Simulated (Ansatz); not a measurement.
**Se (Selenium): further runs on the relaxed cell**

The task here is to estimate one member of a computed series from the others.

Method: DFT PBE+D3(BJ), scalar-relativistic, plane waves, PAW, unless a step's input says otherwise, in Ansatz 0.2.0.

2 further runs of the same task are left out: 2 set aside as unsound or not needed.

## The system as given

The structure is trigonal, space group P3_121 (No. 152). Conventional cell: a = 4.068 Å, b = 4.068 Å, c = 5.128 Å, α = 90.00°, β = 90.00°, γ = 120.00°. Se (site symmetry 2) has 2 Se at 2.44 Å as nearest neighbours.

Coordinates:

```xyz
3
Lattice="4.0681 0.0000 0.0000 -2.0341 3.5231 0.0000 0.0000 0.0000 5.1277" Properties=species:S:1:pos:R:3 pbc="T T T"
Se    1.0062    0.0000    1.7092
Se   -0.5031    0.8714    3.4185
Se    1.5310    2.6517    0.0000
```

It is the result of an earlier relaxation at this level (volume 24.50 Å³/atom; gap on the mesh: 0.52 eV).

The first run:

File input.yaml:

```yaml
crystal:
  lattice:
    - [4.0681465709, 0.0, 0.0]
    - [-2.0340732855, 3.5231182767, 0.0]
    - [0.0, 0.0, 5.1277306261]
  atoms:
    - { symbol: Se, position: [0.2473450702, 0.0, 0.3333333333] }
    - { symbol: Se, position: [0.0, 0.2473450702, 0.6666666667] }
    - { symbol: Se, position: [0.7526549298, 0.7526549298, 0.0] }
basis:
  ecutwfc: 420
kpoints:
  mp_grid: { grid: [12, 12, 8] }
hamiltonian:
  xc: pbesol
scf:
  occupations: { method: gaussian, width: 0.02 }
output:
  forces: true
  stress: true
  eigenvalues: true
relax:
  adjacent_minimum: "off"
  f_tol: 0.005
  max_steps: 50
  cell: { stress_tol: 0.05 }
```

The run is started by

```
ansatz run input.yaml --threads 2 --pin off --max-ram 5120MiB --backend cpu --events-out ev --progress --plain --runs-dir out
```

Steps of the session up to this table: Relaxing with PBEsol; The cell under PBE; The cell under LDA; Relaxing with r2SCAN.

One table of the session follows, with a row left open; its other results are not shown here.

It belongs to the step «Relaxed cells side by side». 

| functional | a (Å) | b (Å) | c (Å) | volume (Å³/atom) | gap on the mesh (eV) |
| --- | --- | --- | --- | --- | --- |
| PBE+D3(BJ) | 4.068 | 4.068 | 5.128 | 24.50 | 0.52 |
| PBEsol | ? | ? | ? | ? | ? |
| PBE | 4.528 | 4.528 | 5.043 | 29.85 | 1.04 |
| LDA | 3.950 | 3.950 | 5.117 | 23.04 | 0.29 |
| r2SCAN | 4.503 | 4.503 | 4.992 | 29.22 | 1.32 |

**Question.** Estimate the row for PBEsol.

As computed: a (Å): 4.045; b (Å): 4.045; c (Å): 5.115; volume (Å³/atom): 24.15; gap on the mesh (eV): 0.46. In the column «a (Å)» it lies between LDA (3.950) and PBE+D3(BJ) (4.068).
